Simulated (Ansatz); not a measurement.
**Structural energy differences of tellurium**

All numbers below come from Ansatz 0.2.0, DFT, revPBE, plane waves (420 eV) with PAW, scalar-relativistic. The PAW files were generated under PBE, with cores re-solved for the functional.

Each structure is relaxed within its own symmetry, so a high-lying one may be dynamically unstable. No dispersion correction is added.

| structure | ΔE (meV/atom) | V (Å³/atom) | cell | magnetic state |
| --- | --- | --- | --- | --- |
| trigonal tellurium | 0 | 38.36 | a = 4.747 Å, c = 5.897 Å (c/a = 1.242) | spin not included |
| simple cubic | 66 | 33.45 | a = 3.222 Å | spin not included |
| bcc | 353 | 29.06 | a = 3.874 Å | spin not included |
| diamond | 383 | 47.72 | a = 7.254 Å | spin not included |
| omega (AlB2-type) | 383 | 29.60 | a = 5.587 Å, c = 3.285 Å (c/a = 0.588) | spin not included |
| fcc | 463 | 28.84 | a = 4.868 Å | spin not included |
| A15 | 512 | 29.80 | a = 6.201 Å | spin not included |

ΔE counts from trigonal tellurium.

Differences under about 8 meV lie within the error of the k-point mesh.
